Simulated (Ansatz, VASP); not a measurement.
## Two plane-wave programs on W

```xyz
1
Lattice="-1.5767 1.5767 1.5767 1.5767 -1.5767 1.5767 1.5767 1.5767 -1.5767" Properties=species:S:1:pos:R:3 pbc="T T T"
W     0.0000    0.0000    0.0000
```

Alike in both runs: task relaxation of cell and atoms; functional PBEsol; k mesh 16 × 16 × 16; occupations fermi-dirac, width 0.15 eV; no spin polarisation.

```csv
,VASP,Ansatz
version,VASP 6.6.1,Ansatz 0.2.0
potentials or method,"VASP PAW PBE potentials, release 64 (W_sv)","scalar-relativistic, plane waves, PAW"
plane-wave cutoff (eV),600,420
valence electrons in the cell,14,14
```

|  | VASP | Ansatz | Ansatz less VASP |
| --- | --- | --- | --- |
| gap on the k mesh at the Fermi level, each at its own relaxed structure (eV) | none | none | - |
| relaxed volume (Å³/atom) | 15.72 | 15.69 | -0.032 |
| relaxed cell length with the largest relative difference (Å) | 2.733 | 2.732 | -0.0019 |

A gap of «none» marks a metal or a gap that the smearing closes. Ansatz warned: «pseudo_functional_mismatch».

Caveats: the PAW data sets were made with another functional, which shifts forces and pressure a little (VASP). Spin-orbit coupling is left out, which matters for the levels of W.
